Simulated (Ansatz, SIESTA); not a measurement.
Given: the input of a run of Ansatz 0.2.0 on InSe. Measurements of this composition are mostly on another form, of space group No. 160.

File input.yaml:

```yaml
crystal:
  lattice:
    - [4.0473293151, 0.0, 0.0]
    - [-2.0236646576, 3.5050900044, 0.0]
    - [0.0, 0.0, 18.05206491]
  atoms:
    - { symbol: In, position: [0.3333333333, 0.6666666667, 0.07739049] }
    - { symbol: In, position: [0.3333333333, 0.6666666667, 0.92260951] }
    - { symbol: In, position: [0.0, 0.0, 0.42260632] }
    - { symbol: In, position: [0.0, 0.0, 0.57739368] }
    - { symbol: Se, position: [0.3333333333, 0.6666666667, 0.35298428] }
    - { symbol: Se, position: [0.3333333333, 0.6666666667, 0.64701572] }
    - { symbol: Se, position: [0.6666666667, 0.3333333333, 0.14699993] }
    - { symbol: Se, position: [0.6666666667, 0.3333333333, 0.85300007] }
hamiltonian:
  xc: pbesol
  pseudopotentials: { kind: paw }
kpoints:
  mp_grid: { grid: [8, 8, 2] }
scf:
  occupations: { method: fermi_dirac, width: 0.05 }
output:
  forces: true
  stress: true
  eigenvalues: true
  write_density: true
  write_potential: true
  elf: true
  volumetric_format: npy
```

Potentials or basis: Ansatz PAW.

Launch:

```sh
$ ansatz run input.yaml --threads 4 --pin off --max-ram 11264MiB --backend cpu --events-out ev --progress --plain --runs-dir out
```

Question: Set up the same calculation for SIESTA 5.4.2. Potentials or basis there: files PseudoDojo sr-pbesol-0.4.1-standard, DZP (energy shift 0.003 Ry; two zetas on semicore shells).

Answer: As run (cutoffs and basis follow the program's own potentials, and thresholds, step limits or extra output files can differ):

The input InSe.fdf:

```
SystemName                      InSe
SystemLabel                     InSe
NumberOfSpecies                 2
NumberOfAtoms                   8
%block ChemicalSpeciesLabel
  1  49 In
  2  34 Se
%endblock ChemicalSpeciesLabel

LatticeConstant                 1.0 Ang
%block LatticeVectors
     4.0473293151     0.0000000000     0.0000000000
    -2.0236646576     3.5050900044     0.0000000000
     0.0000000000     0.0000000000    18.0520649100
%endblock LatticeVectors
AtomicCoordinatesFormat         Fractional
%block AtomicCoordinatesAndAtomicSpecies
     0.3333333333     0.6666666667     0.0773904900  1  In
     0.3333333333     0.6666666667     0.9226095100  1  In
     0.0000000000     0.0000000000     0.4226063200  1  In
     0.0000000000     0.0000000000     0.5773936800  1  In
     0.3333333333     0.6666666667     0.3529842800  2  Se
     0.3333333333     0.6666666667     0.6470157200  2  Se
     0.6666666667     0.3333333333     0.1469999300  2  Se
     0.6666666667     0.3333333333     0.8530000700  2  Se
%endblock AtomicCoordinatesAndAtomicSpecies

%block kgrid.MonkhorstPack
    8   0   0  0.0
    0   8   0  0.0
    0   0   2  0.0
%endblock kgrid.MonkhorstPack
XC.Functional                   GGA
XC.Authors                      PBEsol
PAO.BasisSize                   DZP
PAO.EnergyShift                 0.003 Ry
Mesh.Cutoff                     500 Ry
OccupationFunction              FD
ElectronicTemperature           0.05 eV
MaxSCFIterations                120
SCF.MustConverge                false
SCF.Mixer.Method                Pulay
SCF.Mixer.Weight                0.25
SCF.Mixer.History               8
SCF.DM.Tolerance                5.0e-05
SCF.H.Tolerance                 1.0e-03 eV
WriteForces                     true
Charge.Mulliken                 end
%block PAO.Basis
  In 4
  n=5 0 2
    6.955 0.000
  n=5 1 2
    9.500 0.000
  n=4 2 2
    4.114 0.000
  n=5 2 1
    9.500
  Se 4
  n=4 0 2
    5.129 0.000
  n=4 1 2
    6.708 0.000
  n=3 2 2
    2.662 0.000
  n=4 2 1
    6.708
%endblock PAO.Basis
```

Potentials or basis: PseudoDojo 0.4 standard (PBEsol files), converted to PSML, two zetas on semicore shells, DZP (energy shift 0.003 Ry; two zetas on semicore shells).

The run is started by

```console
$ siesta < InSe.fdf > InSe.out 2>&1
```

Both were run:

|  | Ansatz | SIESTA |
| --- | --- | --- |
| Pressure | -0.8 GPa | 0.0 GPa |

Ansatz's pressure holds a Pulay term of +0.03 GPa for its cutoff of 420 eV, which the other run lacks.

Ansatz's potentials were made for PBE.

Where Ansatz's input types no cutoff or centring, it takes its own default and a Γ-centred mesh.

Pressure is positive in compression.
